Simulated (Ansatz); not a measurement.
# Bands of Te

```
Te
1.0
     4.23410   -2.37120    0.00000
     4.23410    2.37120    0.00000
    -0.13045    0.00000    3.95735
Te
3
Direct
  0.67600 0.67600 0.67500
  0.32400 0.32400 0.32500
  0.00000 0.00000 0.00000
```

Atoms are numbered in the order listed.

The cell comes from COD entry 1533530, which wasn't checked; take it as a given geometry.

No spin–orbit coupling, which matters for the heavy atoms here.

Method: DFT, PBE, all-electron LAPW, scalar-relativistic (Ansatz 0.2.0).

The runs use a Γ-centred 8×8×8 k mesh, Fermi–Dirac smearing of 0.05 eV, basis error target 1 meV/atom, no spin polarisation.

Points in fractions of the reciprocal vectors of this cell: Γ (0, 0, 0), C (-0.328, 0.328, 0), C2 (-0.672, -0.328, 0), Y2 (-0.5, -0.5, 0), M2 (-0.5, -0.5, 0.5), D (-0.677, -0.323, 0.5), D2 (-0.323, 0.323, 0.5), A (0, 0, 0.5). The path joins them by straight lines in the order Γ–C–C2–Y2–Γ–M2–D–D2–A; legs that retrace an earlier one aren't tabulated. Energies are in eV from the Fermi level.

Question: List the levels at D2 between -8 and 6 eV.

Answer: -6.49, -6.35, -6.15, -0.60, -0.21, 0.16, 0.44, 1.11, 1.36.

Question: List the levels at M2 between -8 and 6 eV.

Answer: -6.93, -4.02, -3.98, -3.93, -3.76, 1.53, 1.70, 2.24, 2.67.

Question: List the levels at Y2 between -8 and 6 eV.

Answer: -6.22, -3.10, -2.75, -2.31, 0.43, 0.51, 0.62, 0.76, 2.51, 3.32, 5.79.

Question: What is the band gap?

Answer: none: bands cross the Fermi level, a metal.
